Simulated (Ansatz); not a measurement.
# ZrC (Fm-3m) in Ansatz: settings compared

One crystal, ZrC, is run at these levels: PBEsol, HSE06; tasks: single point.

All numbers are computed with Ansatz 0.2.0; they aren't measurements. Logs are shortened: lines on timing, memory, paths and dates and some standing lists are left out, and cuts for length are marked.

### Step 1. Starting point

Symmetry: Fm-3m, No. 225, cubic system. Conventional cell: a = 4.730 Å, b = 4.730 Å, c = 4.730 Å, α = 90.00°, β = 90.00°, γ = 90.00°. Zr (site symmetry m-3m) is surrounded by 6 C at 2.37 Å. C (site symmetry m-3m) is surrounded by 6 Zr at 2.37 Å.

### Step 2. Single point, PBEsol

The input, input.yaml:

```yaml
crystal:
  lattice:
    - [0.0, 2.365, 2.365]
    - [2.365, 0.0, 2.365]
    - [2.365, 2.365, 0.0]
  atoms:
    - { symbol: Zr, position: [0.5, 0.5, 0.5] }
    - { symbol: C, position: [0.0, 0.0, 0.0] }
kpoints:
  mp_grid: { grid: [8, 8, 8] }
scf:
  occupations: { method: fermi_dirac, width: 0.05 }
hamiltonian:
  xc: pbesol
  pseudopotentials: { kind: all_electron, datasets: crystal }
output:
  forces: true
  stress: true
  eigenvalues: true
```

Potentials or basis: all-electron PAW datasets made for the crystal.

The run is started by

```sh
$ ansatz run input.yaml --threads 2 --pin off --max-ram 8192MiB --backend cpu --events-out ev --progress --plain --runs-dir out
```

What it wrote:

```text
Warning: RAYON_NUM_THREADS=2 ignored (pool sized by the plan → 2); use --threads N
hamiltonian.pseudopotentials.datasets: crystal makes datasets for this crystal and solves the spheres of its atoms anew in each pass: cutoff 280.0 eV, the density's 1120.0 eV; for an error of 0.50 meV an atom under PBE, 1.0 meV for the cell; an energy difference from a run of another recipe may be off by several times the error for the cell, under r2SCAN by more, where some 0.1 meV an atom stays at smaller errors; C in spheres of 1.048 Å, 4 of its electrons in bands; Zr in spheres of 1.312 Å, 12 of its electrons in bands
Engine: ansatz 0.2.0, x86_64-unknown-linux-gnu
Pseudopotentials: kind: all_electron
Pseudopotential: Zr, paw, valence charge 12, recommended cutoff 280 eV (normal), crystal/all_electron/pbesol/scalar/gaussian/Zr, Koelling and Harmon's equation, gaussian nucleus
Pseudopotential: C, paw, valence charge 4, recommended cutoff 280 eV (normal), crystal/all_electron/pbesol/scalar/gaussian/C, Koelling and Harmon's equation, gaussian nucleus
Functional definition: PBEsol
  exchange = pbesol_x
  correlation = pbesol_c
Crystal: 2 atoms, lattice volume = 26.456 Å³
Basis set: ecut = 280 eV, 283 PW (Γ), exchange–correlation on 40×40×40 points (8 copies of the dense FFT grid, shifted against one another)
Bands: 12, of which v1, the nominal top of the filled ones, is band 8 counted from 1 (7 counted from 0)
Symmetry: 48 space group operations
Space group: Fm-3m (ITA 225), of the structure as read, at distance tolerance 3.0e-5 Å
k-points: 29 of 512
Non-local potential: Zr, projectors of the file, l = 0: 2, l = 1: 2, l = 2: 2
Non-local potential: C, projectors of the file, l = 0: 1, l = 1: 2
PAW form: soft (Blöchl's): semilocal exchange-correlation on the pseudo side does not see the compensation charge
PAW one-centre angular grid: Zr, 590 points (default); XC on its mesh's 1877 points in the sphere
PAW one-centre angular grid: C, 110 points (default); XC on its mesh's 1985 points in the sphere
Initial density: superposition of atomic densities (neutral atoms: chi_scale 0, normalization atom)
Initial wavefunctions: pseudopotential atomic-orbital guess
Functional: x = pbesol(κ = 0.804, μ = 0.12345679012345678), c = pbesol(β = 0.046)
iter 1 solved again at ethr=4.86e-2 eV; its pass at ethr=1.00e-1 eV (dr2=7.77e0 eV) is discarded
SCF iter   1: F=—  HF=-98907.908239 eV  |F-HF|=—  |Δ(HF+E_count)|=         —  Δρ=1.39e-1  dr2=7.72e0  ethr=4.86e-2  ⟨swp⟩=2.1  Hψ=1794  notcnv=0
preconditioner: auto → none  [metal: Δε(μ)=0.075 eV  Ē_g=18.165 eV  σ=0.050 eV  W_gap=0.34  n_scr=8 (ndim 8)  ℏωp=27.0 eV  f_vac=0.000  D(μ)=0.28/eV (n_scr^D=0)  sad-step TF]
iter 2 solved again at ethr=3.47e-3 eV; its pass at ethr=4.82e-2 eV (dr2=5.55e-1 eV) is discarded
SCF iter   2: F=—  HF=-98906.472134 eV  |F-HF|=—  |Δ(HF+E_count)|=    1.44e0  Δρ=3.70e-2  dr2=5.12e-1  ethr=3.47e-3  ⟨swp⟩=2.6  Hψ=1466  notcnv=0  defer=1
SCF iter   3: F=—  HF=-98906.366443 eV  |F-HF|=—  |Δ(HF+E_count)|=   1.06e-1  Δρ=2.13e-2  dr2=9.48e-2  ethr=3.20e-3  ⟨swp⟩=3.3  Hψ=910  notcnv=0
SCF iter   4: F=—  HF=-98906.367026 eV  |F-HF|=—  |Δ(HF+E_count)|=   5.82e-4  Δρ=6.34e-3  dr2=8.25e-3  ethr=5.92e-4  ⟨swp⟩=3.0  Hψ=970  notcnv=0
SCF iter   5: F=—  HF=-98906.364930 eV  |F-HF|=—  |Δ(HF+E_count)|=   2.10e-3  Δρ=1.81e-3  dr2=1.07e-3  ethr=5.15e-5  ⟨swp⟩=3.0  Hψ=750  notcnv=0
SCF iter   6: F=—  HF=-98906.365554 eV  |F-HF|=—  |Δ(HF+E_count)|=   6.25e-4  Δρ=3.54e-4  dr2=1.15e-5  ethr=6.67e-6  ⟨swp⟩=3.1  Hψ=825  notcnv=0
SCF iter   7: F=—  HF=-98906.365557 eV  |F-HF|=—  |Δ(HF+E_count)|=   2.87e-6  Δρ=6.09e-5  dr2=2.46e-7  ethr=7.17e-8  ⟨swp⟩=3.0  Hψ=698  notcnv=0  defer=1
SCF iter   8: F=-98906.365557 eV  HF=-98906.365557 eV  |F-HF|=1.63e-9  |Δ(HF+E_count)|=   1.77e-7  Δρ=6.94e-6  dr2=3.22e-9  ethr=1.54e-9  ⟨swp⟩=3.1  Hψ=675  notcnv=0  defer=1
SCF 1 converged in 8 iterations: F = -98906.365553 eV  dr2 = 3.22e-9
  Residual-converged pass: ⟨swp⟩=3.9  Hψ=840  notcnv=0  max |occ|·‖R‖ = 5.1e-6 eV (tolerance 5.3e-6 eV)  dr2=3.29e-9  dr2_onsite=2.29e-9  max |Δocc| = 4.8e-9
SCF converged after 8 iterations
Free energy (F): -98906.365553 eV
Harris-Foulkes:  -98906.365553 eV  (|F-HF|=1.63e-9)
Internal energy: -98906.362654 eV  (E = F + TS)
E sigma→0 (E₀):  -98906.364104 eV
Entropy (-TS):   -0.002899 eV (-1.449 meV/atom)
Past the cutoff: the bands carry plane waves up to 1.75 times it, of which those up to 1.5 times it add -0.000264 eV an atom, each by itself; the spheres take 0.000151 eV an atom off the energy for waves past 1.75 times it
By the cutoff:   a pressure is off by up to 0.006 GPa (1.2 times the spheres' own share and the shells' term, over an atom's volume, and 0.004 GPa: a bound that held against runs at twice the plane waves)
Past the cutoffs: a stress includes 0.0013 GPa for waves and charges beyond them, in addition to the slope of what the spheres take
In the spheres:  the bands' charges fall short by 9.0e-7 e at most (sound up to 1e-3)
Fermi energy:    16.004419 eV
--- Per-component energies (eV) ---
  E_band       = -29.202810
  E_kinetic    = 292.885652
  E_local      = -397.786954  (includes V_loc(G=0)·N_el)
  E_nonlocal   = 32.449947
  E_hartree    = 210.612743
  E_xc         = -141.765413
  E_vxc        = -185.262832  (∫ρ·V_xc dr)
  E_paw        = -99353.431631  (= ΣΔE_a)
  E_vpaw       = -1919.251356  (= ΣTr[D̂ρ^β])
  E_ewald      = -1275.863827
  E_smearing   = -0.002899  (= −TS)
  E_closure    = 1726.536829  (closes the sum)
  Σ components = -98906.365553   (vs F -98906.365553, Δ=0.00e0)
  The terms above E_closure are by the made datasets' own strengths, without shells solved beside the bands.
--- Forces (eV/Å), atoms counted from 1 ---
  atom   1  Zr     0.00000000     0.00000000    -0.00000000
  atom   2  C     -0.00000000     0.00000000    -0.00000000
  max |Σ_I F_I| component: 2.12e-29 eV/Å
--- Stress (GPa, compression-positive) ---
       -8.456879       0.000000       0.000000
        0.000000      -8.456879       0.000000
       -0.000000       0.000000      -8.456879
  P = ⅓ Tr σ = -8.4569 GPa (-84.569 kbar)
--- Band table (eV; the first three rows and the last of 29) ---
  k-point 0: bands = ["-31.9947", "-9.7472", "-9.7472", "-9.7472", "4.8329", "16.9988", "16.9988", "16.9988", "17.1012", "17.1012"]
  k-point 1: bands = ["-31.9810", "-9.8740", "-9.7585", "-9.7585", "5.1743", "15.2978", "15.6806", "15.6806", "17.5994", "17.5994"]
  k-point 2: bands = ["-31.9476", "-10.1677", "-9.7855", "-9.7855", "6.0720", "13.3311", "14.3275", "14.3275", "18.5493", "18.5493"]
  k-point 28: bands = ["-31.8686", "-10.2342", "-10.2342", "-10.0385", "6.7047", "13.4477", "13.7024", "13.7024", "19.2736", "19.2736"]
```

Wall time 1.4 s (2 threads of Intel Xeon Platinum 8488C (Sapphire Rapids), shared host); peak memory 0.4 GiB.

Results:

| Property | Result |
| --- | --- |
| Free energy | -98906.3656 eV |
| Pressure | -8.5 GPa |
| Band gap on the k mesh | none (metal or under the smearing width) |

Caveat: the k mesh is thin for a metal, which can move the energy by tens of meV per atom.

### Step 3. Single point, HSE06

Edit input.yaml of step 2 so:

```diff
@@ -13,3 +13,3 @@
 hamiltonian:
-  xc: pbesol
+  xc: hse06
   pseudopotentials: { kind: all_electron, datasets: crystal }
@@ -18,2 +18 @@
   stress: true
-  eigenvalues: true
```

Potentials or basis: all-electron PAW datasets made for the crystal.

The run is started by

```sh
$ ansatz run input.yaml --threads 2 --pin off --max-ram 8192MiB --backend cpu --events-out ev --progress --plain --runs-dir out
```

Run time: 2.1 min. Hardware: 2 threads of Intel Xeon Platinum 8488C (Sapphire Rapids), shared host; peak memory 1 GiB.

The run converged. Its results:

- Free energy: -98966.3317 eV
- Pressure: -5.7 GPa
- Band gap on the k mesh: none (metal or under the smearing width)

Levels at points of the mesh, in eV from the Fermi level:
```tsv
k point	band 6	band 7	band 8	band 9	band 10
(0.00, 0.00, 0.00)	1.08	1.08	1.08	1.75	1.75
(0.00, 0.00, -0.50)	-5.95	-3.27	-3.27	5.47	5.47
(0.00, -0.50, -0.50)	-2.60	-1.50	-0.01	-0.01	5.14
```

Caveat: the k mesh is thin for a metal, which can move the energy by tens of meV per atom.
